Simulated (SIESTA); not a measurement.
Sn:

```
Sn
1.0
     0.00000    3.23334    3.23334
     3.23334    0.00000    3.23334
     3.23334    3.23334    0.00000
Sn
2
Direct
  0.75000 0.75000 0.75000
  0.50000 0.50000 0.50000
```

This isn't the form of Sn at room conditions, which is tetragonal (white tin).

Base run:

```yaml
Program: SIESTA 5.4.2
Functional: PW91
Potentials_or_basis: PseudoDojo 0.4 standard (PBE files)
Basis: DZP (energy shift 0.002 Ry)
Grid_cutoff: 500 Ry
Energy_shift: 0.002 Ry
k_mesh: 7 × 7 × 7
Occupations: fermi-dirac, width 0.05 eV
Spin: no spin polarisation
```

Its results: band gap on the k mesh none (metal or under the smearing width); pressure 4.7 GPa.

Question: The run is repeated on the same cell with these changes: functional from PW91 to RGE2. What comes out?

Answer: Band gap on the k mesh none (metal or under the smearing width); pressure 3.3 GPa.

Caveats: semicore shells carry a single zeta, which can move pressures by several GPa and volumes by a few percent; the potentials were made for another functional, which shifts forces and pressure; spin-orbit coupling is left out, which moves the levels of the heavy elements; the basis of atomic orbitals isn't converged, which shifts pressures, moduli and gaps.
